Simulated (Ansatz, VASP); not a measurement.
## F: VASP beside Ansatz

```
F
1.0
     0.00000    2.05574    2.05574
     2.05574    0.00000    2.05574
     2.05574    2.05574    0.00000
F
2
Direct
  0.87500 0.87500 0.87500
  0.12500 0.12500 0.12500
```

Change from the starting cell: volume scaled by 0.6, LAPW.

Alike in both runs: task single point; functional PBE; k mesh 13 × 13 × 13; occupations fermi-dirac, width 0.05 eV; no spin polarisation.

|  | VASP | Ansatz |
| --- | --- | --- |
| version | VASP 6.6.1 | Ansatz 0.2.0 |
| potentials or method | VASP PAW PBE potentials, release 64 (F), cutoff 520 eV | all-electron LAPW, scalar-relativistic |

```csv
,VASP,Ansatz,Ansatz less VASP
pressure (GPa),71.6,72.2,+0.61
```

Ansatz ran all-electron here, so the differences hold the error of VASP's frozen core and of both bases.

Caveats: the cell as given lies far from equilibrium; so large a pressure means that the cell lies far from this level's equilibrium, or that cutoff or potentials fall short (VASP).
